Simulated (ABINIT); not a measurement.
BeS:

```
S Be
1.0
     0.00000    2.42500    2.42500
     2.42500    0.00000    2.42500
     2.42500    2.42500    0.00000
S Be
1 1
Direct
  0.75000 0.75000 0.75000
  0.00000 0.00000 0.00000
```

Program: ABINIT 10.8.3 (patched build). Alike in all runs: task single point; no spin polarisation; cell as given.

Order these runs on this cell by their band gap on the k mesh, lowest first.
A. level BLYP; potentials or basis JTH PAW PBE v2.0; k mesh 9 × 9 × 9; cutoff (eV) 653; smearing fermi-dirac 0.05 eV; fine-grid cutoff 1251.72 eV
B. level HSE06; potentials or basis SG15 NC PBE v1.2; k mesh 6 × 6 × 6; cutoff (eV) 599; smearing fixed; most SCF steps 60
C. level SCAN; potentials or basis JTH PAW PBE v2.0; k mesh 9 × 9 × 9; cutoff (eV) 653; smearing fermi-dirac 0.05 eV; fine-grid cutoff 1251.72 eV
D. level AM05; potentials or basis JTH PAW PBE v2.0; k mesh 9 × 9 × 9; cutoff (eV) 653; smearing fermi-dirac 0.05 eV; fine-grid cutoff 1251.72 eV
E. level RPBE; potentials or basis JTH PAW PBE v2.0; k mesh 9 × 9 × 9; cutoff (eV) 653; smearing fermi-dirac 0.05 eV; fine-grid cutoff 1251.72 eV

D (3.09 eV), E (3.31 eV), A (3.47 eV), C (3.67 eV), B (4.13 eV).

Caveats: an odd mesh through Γ misses points on the zone boundary, where band edges often lie (some runs); Libxc's HSE differs a little from that of other programs (some runs).

A k mesh can miss the band edges, odd and even meshes differently.

Runs at the PBE level aren't shown here.
